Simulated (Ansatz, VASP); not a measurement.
# One calculation of Sb, two programs

```xyz
1
Lattice="3.0833 0.0000 0.0000 0.0000 3.0833 0.0000 0.0000 0.0000 3.0833" Properties=species:S:1:pos:R:3 pbc="T T T"
Sb    0.0000    0.0000    0.0000
```

Alike in both runs: task electric field gradients; functional r2SCAN; k mesh 12 × 12 × 12; occupations fermi-dirac, width 0.05 eV; no spin polarisation.

|  | VASP | Ansatz |
| --- | --- | --- |
| version | VASP 6.6.1 | Ansatz 0.2.0 |
| potentials or method | VASP PAW PBE potentials, release 64 (Sb) | PAW with Ansatz's default frozen-core files, scalar-relativistic |
| plane-wave cutoff (eV) | 520 | 500 |
| valence electrons in the cell | 5 | 15 |

|  | VASP | Ansatz | Ansatz less VASP |
| --- | --- | --- | --- |
| pressure (GPa) | 0.2 | 0.2 | -0.04 |
| Vzz of the field gradient on the site that differs most (V/Å²) | 0.0 | 0.0 | 0.00 |

The functional is the same, so the differences come from potentials, cutoffs and numerics. The two sets of potentials don't hold the same shells in valence. Ansatz warned: «gradients_without_spin_orbit».

Caveats: the PAW data sets were made with another functional, which shifts forces and pressure a little (VASP). Spin-orbit coupling is left out, which matters for the levels of Sb.
